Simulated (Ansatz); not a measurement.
Here is an Ansatz 0.2.0 calculation.

The input input.yaml:

```yaml
crystal:
  lattice:
    - [0.0, 2.72525, 2.72525]
    - [2.72525, 0.0, 2.72525]
    - [2.72525, 2.72525, 0.0]
  atoms:
    - { symbol: Ga, position: [0.0, 0.0, 0.0] }
    - { symbol: P, position: [0.75, 0.75, 0.75] }
kpoints:
  mp_grid: { grid: [8, 8, 8] }
scf:
  occupations: { method: gaussian, width: 0.1 }
hamiltonian:
  xc: rpbe
  pseudopotentials: { kind: all_electron, lapw: { basis_error: 0.001 } }
output:
  forces: true
  stress: true
  eigenvalues: true
```

Potentials or basis: all-electron LAPW, scalar-relativistic.

The run is started by

```sh
$ ansatz run input.yaml --threads 1 --pin off --max-ram 3072MiB --backend cpu --events-out ev --progress --plain --runs-dir out
```

(1) What does it give for the band gap on the k mesh?

(2) Estimate the pressure.

Answers

(1) 1.74 eV, indirect (least direct gap 1.96 eV).

(2) 4.6 GPa.

**Experimental background.**

“Stacking defects in GaP nanowires: Electronic structure and optical properties”, 2018, arxiv:1810.01194 quotes, for a bulk crystal of GaP at 10 K: band gap 2.34 eV (indirect).

Measured gap of GaP: 2.34 eV (indirect; 10 K; quoted in “Stacking defects in GaP nanowires: Electronic structure and optical properties”, 2018, arxiv:1810.01194). This calculation gives 1.74 eV (-0.60 eV). Spin-orbit coupling on Ga is left out. The value is that of RPBE on a finite k mesh, which can miss the band edges, without temperature or zero-point motion. Semilocal functionals fall short of measured gaps as a rule.
